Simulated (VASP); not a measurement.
ZrB2, 3 atoms in the cell. It takes space group Amm2 (No. 38, orthorhombic). Conventional cell: a = 3.788 Å, b = 3.145 Å, c = 5.365 Å, α = 90.00°, β = 90.00°, γ = 90.00°. Zr (site symmetry mm2) has 12 B at 2.57 to 2.64 Å as nearest neighbours. B (site symmetry mm2) is surrounded by 3 B at 1.78 to 1.85 Å. Around B (site symmetry mm2) lie 3 B at 1.78 to 1.85 Å.  The cell isn't the ideal one: strained and moved within a subgroup.

- Program: VASP 6.6.1
- Task: single point
- Functional: PBE
- Potentials or basis: VASP PAW PBE potentials, release 64 (Zr_sv, B)
- Cutoff: 520 eV
- k mesh: 14 × 14 × 10
- Occupations: gaussian, width 0.1 eV
- Spin: no spin polarisation
- Dipole correction: no
- Further INCAR settings: ALGO = Fast; EDIFF = 1e-07; NBANDS = 16

Potentials or basis: VASP PAW PBE potentials, release 64 (Zr_sv, B).

Run with:

```bash
$ cat potpaw_PBE.64/Zr_sv/POTCAR potpaw_PBE.64/B/POTCAR > POTCAR
$ mpirun -np 1 vasp_std > vasp.out
```

Hardware: 1 thread of Intel(R) Xeon(R) Platinum 8488C (Sapphire Rapids) (shared host).

Question: Estimate the wall time of this run.

Answer: Run time: 3 min on 1 thread of Intel(R) Xeon(R) Platinum 8488C (Sapphire Rapids), with other jobs on the host, peak memory 0.28 GiB. Counts: scf iterations 22, k points 342.
